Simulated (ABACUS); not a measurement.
Crystal: Tb.

```xyz
1
Lattice="0.0000 2.5200 2.5200 2.5200 0.0000 2.5200 2.5200 2.5200 0.0000" Properties=species:S:1:pos:R:3 pbc="T T T"
Tb    0.0000    0.0000    0.0000
```

This isn't the form of Tb at room conditions, which is hcp.

* Program: ABACUS 3.10.1
* Task: single point
* Functional: PBE
* Potentials or basis: PseudoDojo NC SR 0.4.1 PBE standard, lanthanides 3+ (f in core)
* Cutoff: 1361 eV
* Density cutoff: 5442 eV
* Basis: DZP LCAO (the cutoffs set its grid)
* k mesh: 9 × 9 × 9
* Occupations: fermi-dirac, width 0.05 eV
* Spin: collinear spin, ferromagnetic start
* Starting moments: [1.0] μB

On this cell: net moment 0.00 μB per cell; band gap on the k mesh none (metal or under the smearing width).

The same run follows on a disturbed copy (cell strained at random at fixed volume):

```
Tb
1.0
    -0.04084    2.58236    2.45205
     2.49875   -0.01184    2.42305
     2.51580    2.57041   -0.02889
Tb
1
Direct
  0.98506 0.00114 0.02517
```

Task: What does the disturbed cell give?

Result: The energy (extrapolated to zero smearing) moves by +5.1 meV/atom; net moment 0.00 μB per cell; band gap on the k mesh none (metal or under the smearing width).

Caveats: the atomic orbitals were generated for these runs and aren't a published set; the magnetic or orbital state may not be the lowest; all typed moments are zero, and the program then starts from 1 μB on every atom; spin-orbit coupling is left out, which moves the levels of the heavy elements; the 4f electrons are frozen in the core as for a trivalent ion, so they carry no moment and show no levels; the basis of atomic orbitals isn't converged, which shifts pressures, moduli and gaps.
